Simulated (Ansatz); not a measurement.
# Zone-centre phonons of Zr$_{2}$N: input and output

Computed with DFT PBEsol, scalar-relativistic, plane waves, PAW (Ansatz 0.2.0).

Launched with:
```bash
ansatz run input.yaml --threads 2 --pin off --max-ram 6144MiB --backend cpu --events-out ev --progress --plain --runs-dir out
```

Input (bare energies are in eV):
```yaml
crystal:
  lattice:
    - [5.3680229219, 0.0, 0.0]
    - [0.0, 5.3680229219, 0.0]
    - [0.0, 0.0, 3.2740679051]
  atoms:
    - { symbol: Zr, position: [0.2959230065, 0.2959230065, 0.0] }
    - { symbol: Zr, position: [0.7040769935, 0.7040769935, 0.0] }
    - { symbol: Zr, position: [0.7959230065, 0.2040769935, 0.5] }
    - { symbol: Zr, position: [0.2040769935, 0.7959230065, 0.5] }
    - { symbol: "N", position: [0.0, 0.0, 0.0] }
    - { symbol: "N", position: [0.5, 0.5, 0.5] }
basis:
  ecutwfc: 420
kpoints:
  mp_grid: { grid: [8, 8, 10] }
hamiltonian:
  xc: pbesol
scf:
  occupations: { method: fermi_dirac, width: 0.15 }
output:
  eigenvalues: true
phonons:
  method: dfpt
  eigenvectors: true
```

Results section of the output:
```
--- Phonons (Γ-DFPT): 4 representative perturbations + reference, on 204 of 640 k-points (Σ response iterations 12) ---
  k mesh reduced under 2 symmetry operations, with k and −k counted as one. Each operation leaves every solved displacement unchanged or reverses it
  ASR residual: 6.077e-4 → 0.000e0 eV/Å²; symmetrization residual: 1.303e-6 eV/Å²
  ASR residual per site (eV/Å²): 6.08e-4 6.08e-4 6.08e-4 6.08e-4 1.36e-4 1.36e-4
  Γ frequencies (cm⁻¹): 0.00 0.00 0.00 47.98 174.66 174.66 198.45 204.83 206.08 212.32 212.32 280.16 460.74 460.74 520.62 529.08 529.08 543.21
  non-analytic LO–TO correction: not included (Born effective charges unavailable; polar crystals: no LO–TO splitting at Γ)
```

The run took 88 s on 2 threads of Intel(R) Xeon(R) 6975P-C (Granite Rapids), with other jobs on the host, peak memory 2.7 GiB.

In a metal, frequencies and elastic constants depend on the k mesh and the smearing, soft modes and shear constants most.